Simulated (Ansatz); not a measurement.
# LiBr: a relaxation

The task is a relaxation on LiBr. The structure is shown as the input types it.

Method: DFT, PBEsol, PAW with Ansatz's default frozen-core files, scalar-relativistic; relaxation of cell and atoms, in Ansatz 0.2.0.

1 further run of the same task is left out (it didn't finish).

**1. The structure to begin with**

It takes space group Fm-3m (No. 225, cubic). The conventional cell has a = 3.851 Å, b = 3.851 Å, c = 3.851 Å, α = 90.00°, β = 90.00°, γ = 90.00°. Li (site symmetry m-3m) is surrounded by 6 Br at 1.93 Å. Br (site symmetry m-3m) is surrounded by 6 Li at 1.93 Å.

As a file:

```xyz
2
Lattice="0.0000 1.9255 1.9255 1.9255 0.0000 1.9255 1.9255 1.9255 0.0000" Properties=species:S:1:pos:R:3 pbc="T T T"
Li    0.0000    0.0000    0.0000
Br    1.9255    1.9255    1.9255
```

**2. The calculation**

Input file input.yaml:

```yaml
crystal:
  lattice:
    - [0.0, 1.925455, 1.925455]
    - [1.925455, 0.0, 1.925455]
    - [1.925455, 1.925455, 0.0]
  atoms:
    - { symbol: Li, position: [0.0, 0.0, 0.0] }
    - { symbol: Br, position: [0.5, 0.5, 0.5] }
kpoints:
  mp_grid: { grid: [8, 8, 8] }
scf:
  occupations: { method: fixed }
  max_iter: 100
hamiltonian:
  xc: pbesol
  pseudopotentials: { kind: paw }
relax:
  f_tol: 0.002
  max_steps: 80
  cell: {}
output:
  forces: true
  stress: true
  write_density: true
  write_potential: true
  elf: true
  volumetric_format: npy
```

The run is started by

```bash
> ansatz run input.yaml --threads 1 --pin off --max-ram 2048MiB --backend cpu --events-out ev --progress --plain --runs-dir out
```

Log (excerpt; [...] marks lines left out):

```text
[...]
Pseudopotentials: kind: paw
Pseudopotential: Li, paw, valence charge 3, recommended cutoff 420 eV (normal), Li.paw.azcp
Pseudopotential: Br, paw, valence charge 7, recommended cutoff 420 eV (normal), Br.paw.azcp
Functional definition: PBEsol
[...]
Crystal: 2 atoms, lattice volume = 14.277 Å³
Basis set: ecut = 420 eV, 283 PW (Γ), exchange–correlation on 40×40×40 points (8 copies of the dense FFT grid, shifted against one another)
Bands: 9, of which v1, the nominal top of the filled ones, is band 5 counted from 1 (4 counted from 0)
Symmetry: 48 space group operations
Space group: Fm-3m (ITA 225), of the structure as read, at distance tolerance 2.4e-5 Å
k-points: 29 of 512
[...]
SCF iter   1: F=—  HF=-2934.056170 eV  |F-HF|=—  |Δ(HF+E_count)|=         —  Δρ=2.23e-2  dr2=4.87e-2  ethr=1.77e-3  ⟨swp⟩=4.9  Hψ=1728  notcnv=0  defer=55
[...]
relax step   1: F+E_penalty+E_count = -2934.05022825 eV  Δ(F+E_penalty+E_count) = +0.000e0 eV  max|allowed force component| = 2.383e-31 eV/Å  Δτ_max = 0.0000 Å  P = +266.081 GPa  Ω = 14.277 Å³  (6 SCF iters, dr2 threshold 1.00e-7 eV, accepted)
[...]
relax step   4: F+E_penalty+E_count = -2940.41117532 eV  Δ(F+E_penalty+E_count) = -1.379e0 eV  max|allowed force component| = 3.484e-30 eV/Å  Δτ_max = 0.0000 Å  P = +65.313 GPa  Ω = 21.554 Å³  energy of the carried Pulay correction = -2.100e-3 eV  (5 SCF iters, dr2 threshold 2.00e-7 eV, accepted)
[...]
relax step  15: F+E_penalty+E_count = -2942.58726023 eV  Δ(F+E_penalty+E_count) = -5.458e-4 eV  max|allowed force component| = 1.696e-29 eV/Å  Δτ_max = 0.0000 Å  P = -0.000 GPa  Ω = 39.607 Å³  stress off target by 1.85e-4 GPa  SCF on the basis re-selected at this cell (its energy is not [...]
SCF converged after 6 iterations
Free energy (F): -2942.587260 eV
[...]
E sigma→0 (E₀):  -2942.587260 eV
Fermi energy:    2.401714 eV
[...]
--- Forces (eV/Å), atoms counted from 1 ---
  atom   1  Li    -0.00000000     0.00000000     0.00000000
  atom   2  Br     0.00000000    -0.00000000     0.00000000
[...]
--- Stress (GPa, compression-positive) ---
       -0.000185       0.000000      -0.000000
       -0.000000      -0.000185      -0.000000
       -0.000000      -0.000000      -0.000185
  P = ⅓ Tr σ = -0.0002 GPa (-0.002 kbar)
--- Band table (eV; the first three rows and the last of 29) ---
  k-point 0: bands = ["-41.2314", "-11.2337", "2.4017", "2.4017", "2.4017", "7.3877", "12.8414", "12.8414", "12.8414"]
[...]
--- Relaxed structure (13 steps of the walk, 13 accepted, 2 SCFs on fresh bases) ---
  F+E_penalty+E_count = -2942.58726023 eV   max|allowed force component| = 1.696e-29 eV/Å   (the final SCF, on the basis selected at the relaxed cell)
  cell:  # Å, volume = 39.6067 Å³
    - [7.420144221748597e-34, 2.705492801812554, 2.7054928018125537]
    - [2.705492801812554, 3.5228850811752406e-35, 2.7054928018125537]
    - [2.705492801812554, 2.705492801812554, -7.577375519231839e-34]
  atoms:
    - { symbol: Li, position: [1.9536067696366708e-35, -1.901510589113093e-35, -2.474568574873099e-35] }
    - { symbol: Br, position: [0.49999999999999994, 0.49999999999999994, 0.49999999999999994] }
```

Run time: 4.2 s. Hardware: 1 thread of Intel Xeon 6975P-C (Granite Rapids), shared host; peak memory 0.31 GiB.

**3. Checking the result**

The run converged and reported no error. That alone doesn't make the input a sound one.

All distances are much too short, so cores begin to overlap. The shortest distance in the input is 1.93 Å, between atoms 1 (Li) and 2 (Br).

Fix: use the intended lattice or bond lengths.

**4. Second run, to compare**

Besides the cure, the input differs in kpoints.mp_grid, scf.occupations, scf.max_iter.

Input file input.yaml:

```yaml
crystal:
  lattice:
    - [0.0, 2.75065, 2.75065]
    - [2.75065, 0.0, 2.75065]
    - [2.75065, 2.75065, 0.0]
  atoms:
    - { symbol: Li, position: [0.0, 0.0, 0.0] }
    - { symbol: Br, position: [0.5, 0.5, 0.5] }
kpoints:
  mp_grid: { grid: [14, 14, 14] }
scf:
  occupations: { method: fermi_dirac, width: 0.08 }
hamiltonian:
  xc: pbesol
  pseudopotentials: { kind: paw }
relax:
  f_tol: 0.002
  max_steps: 80
  cell: {}
output:
  forces: true
  stress: true
  write_density: true
  write_potential: true
  elf: true
  volumetric_format: npy
```

The run is started by

```bash
> ansatz run input.yaml --threads 1 --pin off --max-ram 2048MiB --backend cpu --events-out ev --progress --plain --runs-dir out
```

The main lines of its log:

```text
[...]
Basis set: ecut = 420 eV, 869 PW (Γ), exchange–correlation on 54×54×54 points (8 copies of the dense FFT grid, shifted against one another)
[...]
k-points: 104 of 2744
[...]
SCF iter   1: F=—  HF=-2942.579778 eV  |F-HF|=—  |Δ(HF+E_count)|=         —  Δρ=2.11e-3  dr2=2.48e-3  ethr=1.77e-3  ⟨swp⟩=7.3  Hψ=6866  notcnv=0
preconditioner: auto → none  [insulator: Δε(μ)=4.747 eV  Ē_g=12.823 eV  σ=0.080 eV  W_gap=1.00  n_scr=8 (ndim 8)  ℏωp=16.3 eV  f_vac=0.000  D(μ)=0.00/eV (n_scr^D=0)  ε∞_Penn≈2.6]
SCF iter   2: F=—  HF=-2942.578866 eV  |F-HF|=—  |Δ(HF+E_count)|=   9.12e-4  Δρ=8.66e-4  dr2=2.33e-4  ethr=2.48e-5  ⟨swp⟩=2.4  Hψ=2286  notcnv=0
[...]
relax step   1: F+E_penalty+E_count = -2942.57882801 eV  Δ(F+E_penalty+E_count) = +0.000e0 eV  max|allowed force component| = 6.968e-30 eV/Å  Δτ_max = 0.0000 Å  P = -1.284 GPa  Ω = 41.623 Å³  (6 SCF iters, accepted)
[...]
Basis set: ecut = 420 eV, 749 PW (Γ), exchange–correlation on 54×54×54 points (8 copies of the dense FFT grid, shifted against one another)
[...]
relax step   2: F+E_penalty+E_count = -2942.58745754 eV  Δ(F+E_penalty+E_count) = -8.630e-3 eV  max|allowed force component| = 1.939e-30 eV/Å  Δτ_max = 0.0000 Å  P = -0.024 GPa  Ω = 39.635 Å³  energy of the carried Pulay correction = +1.576e-4 eV  (4 SCF iters
[...]
SCF iter   4: F=—  HF=-2942.587277 eV  |F-HF|=—  |Δ(HF+E_count)|=   1.00e-8  Δρ=6.08e-7  dr2=9.54e-11  ethr=3.52e-11  ⟨swp⟩=2.0  Hψ=1259  notcnv=0
SCF iter   5: F=-2942.587277 eV  HF=-2942.587277 eV  |F-HF|=4.55e-12  |Δ(HF+E_count)|=  4.55e-12  Δρ=2.42e-7  dr2=8.45e-12  ethr=1.00e-12  ⟨swp⟩=6.8  Hψ=4691  notcnv=0
[...]
relax step   3: F+E_penalty+E_count = -2942.58727739 eV  Δ(F+E_penalty+E_count) = +1.802e-4 eV  max|allowed force component| = 2.025e-29 eV/Å  Δτ_max = 0.0000 Å  P = -0.021 GPa  Ω = 39.635 Å³  stress off target by 2.09e-2 GPa  SCF on the basis re-selected at t
[...]
SCF converged after 5 iterations
Free energy (F): -2942.587277 eV
[...]
E sigma→0 (E₀):  -2942.587277 eV
Fermi energy:    5.066227 eV
[...]
  P = ⅓ Tr σ = -0.0209 GPa (-0.209 kbar)
[...]
--- Relaxed structure (2 steps of the walk, 2 accepted, 1 SCFs on fresh bases) ---
[...]
```

It took 3.8 s on 1 thread of Intel Xeon 6975P-C (Granite Rapids), shared host; peak memory 0.37 GiB.

The maps below are laid out on this run's own conventional cell (a, b, c = 5.412, 5.412, 5.412 Å).

Density in a lattice plane of the grid's cell (edges 5.41 and 5.41 Å, at 0.000 of the third edge), which holds Li and Br.

Ten even steps from '0' (0.05 e/Å³) to '9' (9.41 e/Å³):
```
531000000110001100000013
000000000011111000000000
000000000000000000000000
000000000000000000000000
000000000000000000000000
000000000000000000000000
000000000000000000000000
111000000000000000000011
001100000013531000000110
000100000026962000000100
001100000013531000000110
111000000000000000000011
000000000000000000000000
000000000000000000000000
000000000000000000000000
000000000000000000000000
000000000000000000000000
000000000011111000000000
531000000110001100000013
962000000100000100000026
```
Columns run along the first of these edges and rows up along the second, over one cell in 24 and 20 even steps from the bottom left corner. Atoms in the plane (fractional): Li at (0.00, 0.00), Li at (0.50, 0.50), Br at (0.00, 0.50), Br at (0.50, 1.00).

ELF in the same plane.

Ten even steps from '0' (0.01) to '9' (1.00):
```
995003788841014888730059
420002578876567887520003
000001367888888876310000
322100135788888753100122
776420002467776420002467
888753100122322100135788
888876310000000001367888
567887520002430002578876
014888730059995003788841
002788730179997103788720
014888730059995003788841
567887520003420002578876
888876310000000001367888
888753100122322100135788
776420002467776420002467
322100135788888753100122
000001367888888876310000
430002578876567887520002
995003788841014888730059
997103788720002788730179
```
Columns run along the first of these edges and rows up along the second, over one cell in 24 and 20 even steps from the bottom left corner. Atoms in the plane (fractional): Li at (0.00, 0.00), Li at (0.50, 0.50), Br at (0.00, 0.50), Br at (0.50, 1.00).

Both are smooth fields of the valence electrons: close to the nuclei they are not physical.

The highest ELF values outside the cores: 0.88 in the shell around Br, 1.0 Å from Br.

| run | ending | energy change | pressure (GPa) | gap (eV) | force (eV/Å) | cycles | time |
| --- | --- | --- | --- | --- | --- | --- | --- |
| first try | converged | 0.0 meV/atom (σ→0) | 0.0 | 4.99 | 0.00 | 71 | 4.2 s |
| second try | converged | 0 | 0.0 | 4.98 | 0.00 | 15 | 3.8 s |

**5. Outcome**

| quantity | value |
| --- | --- |
| first try | converged |
| setting under test | structure |
| second try | converged |
| energy (zero set by the potentials) | -2942.5873 eV |
| pressure | -0.02 GPa |
| gap on the mesh | 4.98 eV |
| largest force | 0.000 eV/Å |

What this shows: Both runs end at the same energy: the doubtful setting did not spoil the result here, but it cost 71 cycles against 15.

The gaps are Kohn-Sham values of a semilocal functional, not quasiparticle or optical gaps. Such gaps usually fall short of the measured ones.
